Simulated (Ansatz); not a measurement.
# TiAl (P-6m2) in Ansatz: notebook, part 2 of 2

Ansatz 0.2.0. Earlier steps stand in the parts before.

**10. Phonons, PBE**

Input file input.yaml:

```yaml
crystal:
  lattice:
    - [2.8672622327, 0.0, 0.0]
    - [-1.4336311163, 2.4831219328, 0.0]
    - [0.0, 0.0, 4.678083]
  atoms:
    - { symbol: Ti, position: [0.0, 0.0, 0.0] }
    - { symbol: Al, position: [0.3333333333, 0.6666666667, 0.5] }
hamiltonian:
  xc: pbe
  pseudopotentials: { kind: paw }
kpoints:
  mp_grid: { grid: [10, 10, 6] }
scf:
  occupations: { method: fermi_dirac, width: 0.05 }
phonons:
  method: dfpt
  qmesh: [2, 2, 2]
  temperatures: { t_max: 1000, t_step: 100 }
  qpath:
    path:
      - [[0.0, 0.0, 0.0], [0.5, 0.0, 0.0], [0.3333333333, 0.3333333333, 0.0], [0.0, 0.0, 0.0], [0.0, 0.0, 0.5], [0.5, 0.0, 0.5], [0.3333333333, 0.3333333333, 0.5], [0.0, 0.0, 0.5]]
      - [[0.5, 0.0, 0.5], [0.5, 0.0, 0.0]]
      - [[0.3333333333, 0.3333333333, 0.0], [0.3333333333, 0.3333333333, 0.5]]
    npoints: 8
```

Potentials or basis: Ansatz PAW.

Command:

```sh
> ansatz run input.yaml --threads 2 --pin off --max-ram 5632MiB --backend cpu --events-out ev --progress --plain --runs-dir out
```

Standard output:

```text
Warning: RAYON_NUM_THREADS=2 ignored (pool sized by the plan → 2); use --threads N
Engine: ansatz 0.2.0, aarch64-unknown-linux-gnu
Pseudopotentials: kind: paw
Pseudopotential: Ti, paw, valence charge 12, recommended cutoff 420 eV (normal), Ti.paw.azcp
Pseudopotential: Al, paw, valence charge 3, recommended cutoff 420 eV (normal), Al.paw.azcp
Functional definition: PBE
  parameter kappa = 0.804
  parameter beta = 0.06672455060314922
  exchange = pbe_x(kappa = kappa, mu = beta*pi^2/3)
  correlation = pbe_c(beta = beta)
Crystal: 2 atoms, lattice volume = 33.307 Å³
Basis set: ecut = 420 eV, 663 PW (Γ), exchange–correlation on 40×40×64 points (8 copies of the dense FFT grid, shifted against one another)
Bands: 12, of which v1, the nominal top of the filled ones, is band 8 counted from 1 (7 counted from 0)
Symmetry: 12 space group operations
k-points: 56 of 600 (time reversal used)
Non-local potential: Ti, projectors of the file, l = 0: 3, l = 1: 2, l = 2: 3, l = 3: 1
Non-local potential: Al, projectors of the file, l = 0: 2, l = 1: 2, l = 2: 1
PAW form: soft (Blöchl's): semilocal exchange-correlation on the pseudo side does not see the compensation charge
PAW one-centre angular grid: Ti, 590 points (default); XC on 64 Gauss nodes
PAW one-centre angular grid: Al, 110 points (default); XC on 64 Gauss nodes
Initial density: superposition of atomic densities (neutral atoms: chi_scale 0, normalization atom), corrected by the library's trained network
Initial wavefunctions: pseudopotential atomic-orbital guess
Functional: x = pbe(κ = 0.804, μ = 0.2195149727645171), c = pbe(β = 0.06672455060314922)
SCF iter   1: F=—  HF=-3037.691069 eV  |F-HF|=—  |Δ(HF+E_count)|=         —  Δρ=6.74e-3  dr2=3.12e-2  ethr=1.77e-3  ⟨swp⟩=5.1  Hψ=3449  notcnv=0
preconditioner: auto → none  [metal: Δε(μ)=0.054 eV  Ē_g=5.120 eV  σ=0.050 eV  W_gap=0.25  n_scr=2 (ndim 8)  ℏωp=17.0 eV  f_vac=0.000  D(μ)=2.18/eV (n_scr^D=22)  sad-step TF]
SCF iter   2: F=—  HF=-3037.688820 eV  |F-HF|=—  |Δ(HF+E_count)|=   2.25e-3  Δρ=5.01e-3  dr2=1.94e-2  ethr=2.08e-4  ⟨swp⟩=1.0  Hψ=1120  notcnv=0
SCF iter   3: F=—  HF=-3037.685745 eV  |F-HF|=—  |Δ(HF+E_count)|=   3.07e-3  Δρ=9.15e-4  dr2=5.47e-4  ethr=1.29e-4  ⟨swp⟩=2.1  Hψ=997  notcnv=0
SCF iter   4: F=—  HF=-3037.685631 eV  |F-HF|=—  |Δ(HF+E_count)|=   1.14e-4  Δρ=2.47e-4  dr2=1.26e-5  ethr=3.64e-6  ⟨swp⟩=2.2  Hψ=881  notcnv=0
SCF iter   5: F=—  HF=-3037.685632 eV  |F-HF|=—  |Δ(HF+E_count)|=   1.02e-6  Δρ=5.51e-5  dr2=3.17e-7  ethr=8.38e-8  ⟨swp⟩=2.6  Hψ=1023  notcnv=0
SCF iter   6: F=—  HF=-3037.685635 eV  |F-HF|=—  |Δ(HF+E_count)|=   2.52e-6  Δρ=7.05e-6  dr2=7.89e-9  ethr=2.11e-9  ⟨swp⟩=2.4  Hψ=852  notcnv=0
SCF iter   7: F=—  HF=-3037.685635 eV  |F-HF|=—  |Δ(HF+E_count)|=   5.42e-9  Δρ=7.66e-7  dr2=2.40e-10  ethr=5.26e-11  ⟨swp⟩=2.1  Hψ=846  notcnv=0
SCF iter   8: F=-3037.685635 eV  HF=-3037.685635 eV  |F-HF|=4.55e-13  |Δ(HF+E_count)|=  1.23e-11  Δρ=6.18e-8  dr2=5.24e-13  ethr=1.00e-12  ⟨swp⟩=3.8  Hψ=2571  notcnv=0
SCF 1 converged in 8 iterations: F = -3037.685635 eV  dr2 = 5.24e-13
phonons: the bands overlap, so this run is a metal and interpolates without the dipole-dipole term. If the crystal is really an insulator or semiconductor, its LO-TO splitting is missing
NSCF: frozen V_eff on 56 k-points
NSCF: frozen V_eff on 124 k-points
DFPT response loops at q = (0, 0, 0) (fractional): preconditioner auto → Kerker (q_TF=auto, 2.389 Å⁻¹) (partly filled bands, converged f_vac=0.000); β = 1.00, the filter's whole step (`scf.mixing.beta` (0.50) is not read by the response loops under this deck's `scf.mixing.preconditioner`; to damp them name `kerker` or `kerker_dos`, under which they read `scf.mixing.beta`, and type it under 1.00, their step now; both keys bind the ground state too); Broyden in place of MSR1
NSCF: frozen V_eff on 248 k-points
DFPT response loops at q = (0, 0, -0.5) (fractional): mixed as the last ones told, above
NSCF: frozen V_eff on 248 k-points
DFPT response loops at q = (0, -0.5, 0) (fractional): mixed as the last ones told, above
NSCF: frozen V_eff on 248 k-points
DFPT response loops at q = (0, -0.5, -0.5) (fractional): mixed as the last ones told, above
SCF converged after 8 iterations
Free energy (F): -3037.685635 eV
Harris-Foulkes:  -3037.685635 eV  (|F-HF|=4.55e-13)
Internal energy: -3037.665708 eV  (E = F + TS)
E sigma→0 (E₀):  -3037.675671 eV
Entropy (-TS):   -0.019926 eV (-9.963 meV/atom)
Fermi energy:    10.433066 eV
--- Per-component energies (eV) ---
  E_band       = -169.900441
  E_kinetic    = 295.375882
  E_local      = -1156.201566  (includes V_loc(G=0)·N_el)
  E_nonlocal   = 18.546268
  E_hartree    = 499.087748
  E_xc         = -137.418132
  E_vxc        = -151.179284  (∫ρ·V_xc dr)
  E_paw        = -1515.072526  (= ΣΔE_a)
  E_vpaw       = -174.617363  (= ΣTr[D̂ρ^β])
  E_aug_tail   = 0.000112  (compensation charges beyond the density's cutoff)
  E_ewald      = -1041.983494
  E_smearing   = -0.019926  (= −TS)
  E_closure    = 0.000000  (closes the sum)
  Σ components = -3037.685635   (vs F -3037.685635, Δ=0.00e0)
--- Band table (eV; the first three rows and the last of 56) ---
  k-point 0: bands = ["-46.0550", "-22.3818", "-21.9685", "-21.9685", "1.5350", "8.1560", "8.6208", "11.7208", "11.7208", "13.2171", "13.2171", "14.3498"]
  k-point 1: bands = ["-46.0550", "-22.3829", "-21.9685", "-21.9685", "1.7042", "7.0322", "9.3952", "11.7239", "11.7239", "13.1983", "13.1983", "14.9176"]
  k-point 2: bands = ["-46.0549", "-22.3851", "-21.9685", "-21.9685", "2.1297", "5.7829", "9.8789", "11.7301", "11.7301", "13.1614", "13.1614", "16.2721"]
  k-point 55: bands = ["-45.9494", "-22.4176", "-22.3077", "-22.2798", "7.6386", "9.1782", "9.7403", "9.9991", "10.3651", "11.6834", "13.7677", "15.0238"]
--- Phonons (Γ-DFPT): 4 representative perturbations + reference (Σ response iterations 12) ---
  ASR residual: 4.119e-4 → 0.000e0 eV/Å²; symmetrization residual: 1.009e-5 eV/Å²
  ASR residual per site (eV/Å²): 4.12e-4 6.99e-5
  Γ frequencies (cm⁻¹): 0.00 0.00 0.00 176.44 176.44 332.10
--- Phonons (arbitrary-q DFPT): 4 irreducible q on the 2×2×2 mesh ---
  q = [0.0000, 0.0000, 0.0000] (star 1, of the zone-centre solve; hermiticity 2.88e-6, symmetrization 5.03e-12): -0.00 0.00 0.00 176.44 176.44 332.10
  q = [0.0000, 0.0000, -0.5000] (star 1, 4 solved perturbations in 360 linear systems a pass and spin channel, the states on 124 of 600 k-point pairs; hermiticity 4.17e-7, symmetrization 2.10e-7): 126.95 126.95 139.29 139.29 214.85 272.15
  q = [0.0000, -0.5000, 0.0000] (star 3, 6 solved perturbations on 124 of 600 k-point pairs; hermiticity 2.09e-4, symmetrization 3.08e-6): 112.46 122.67 199.64 229.31 280.70 296.02
  q = [0.0000, -0.5000, -0.5000] (star 3, 6 solved perturbations on 124 of 600 k-point pairs; hermiticity 1.30e-4, symmetrization 2.39e-7): 121.15 186.24 189.59 217.55 290.04 303.15
  sum rule: each row above includes the acoustic sum rule's correction from the zone centre's row sums; it moved no ω² by more than (1.53 cm⁻¹)²
  mesh force constants: q→R imaginary residual 1.43e-17; ASR residual 4.119e-4 → 0.000e0 eV/Å²; symmetrization residual 7.105e-15 eV/Å²
  interpolated dispersion: 75 rows × 6 modes
  density of states and harmonic sums: on the 26×26×14 q-mesh, interpolated from the force constants of a 2×2×2 supercell (no non-analytic term)
  largest difference from the sums on the solved wave vectors: F 6.64e-2 eV, S 9.87e-5 and C_V 3.23e-5 eV/K
  zero-point energy: 0.074424 eV/cell   skipped modes (ω ≤ 0): 3   left out of the sums: 5.28e-5 of the cell's modes: C_V's classical limit lies that fraction below 3 k_B per atom; for a crystal, a wire or a layer, F and S can be off by more, and a phonons.interpolated_qmesh denser along its periods is the remedy for the sampling
```

It took 29 s on 2 threads of Arm Neoverse V2, shared host; peak memory 0.49 GiB.

Results:

* Free energy: -3037.6856 eV
* Band gap on the k mesh: none (metal or under the smearing width)
* Highest phonon frequency: 332 cm⁻¹

Phonon frequencies in cm⁻¹ (negative: imaginary):
| q point | frequencies |
| --- | --- |
| (0.000, 0.000, 0.000) | 0 0 0 176 176 332 |
| (0.000, 0.000, -0.500) | 127 127 139 139 215 272 |
| (0.000, -0.500, 0.000) | 112 123 200 229 281 296 |
| (0.000, -0.500, -0.500) | 121 186 190 218 290 303 |

Caveat: the q mesh is small, so phonon branches between its points and thermal values are rough.
